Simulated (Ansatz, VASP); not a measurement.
H: VASP beside Ansatz

```
CELL_PARAMETERS angstrom
3.84013 0.00000 0.00000
-1.92007 3.32565 0.00000
0.00000 0.00000 5.04666
ATOMIC_POSITIONS crystal
H 0.33333 0.66667 0.17650
H 0.66667 0.33333 0.67650
H 0.66667 0.33333 0.82350
H 0.33333 0.66667 0.32350
```

Alike in both runs: task single point; functional PBE; k mesh 9 × 9 × 6; occupations gaussian, width 0.05 eV; no spin polarisation.

```csv
,VASP,Ansatz
version,VASP 6.6.1,Ansatz 0.2.0
potentials or method,"VASP PAW PBE potentials, release 64 (H)","scalar-relativistic, plane waves, PAW"
plane-wave cutoff (eV),520,420
valence electrons in the cell,4,4
```

Ansatz gave:

| Item | Value |
| --- | --- |
| gap on the k mesh at the Fermi level (eV) | 9.40 |
| least direct gap on the mesh (eV) | 9.40 |
| pressure (GPa) | 0.4 |
| largest component of the traceless stress (GPa) | 0.77 |
| rms of the force components (eV/Å) | 0.180 |

**Question.** Estimate VASP's values.

**Answer.** gap on the k mesh at the Fermi level (eV): 9.40; least direct gap on the mesh (eV): 9.40; pressure (GPa): 0.2; largest component of the traceless stress (GPa): 0.71; rms of the force components (eV/Å): 0.173.

Atom by atom the forces differ by 0.007 eV/Å (rms over components).

Caveats: an odd mesh through Γ misses points on the zone boundary, where band edges often lie.
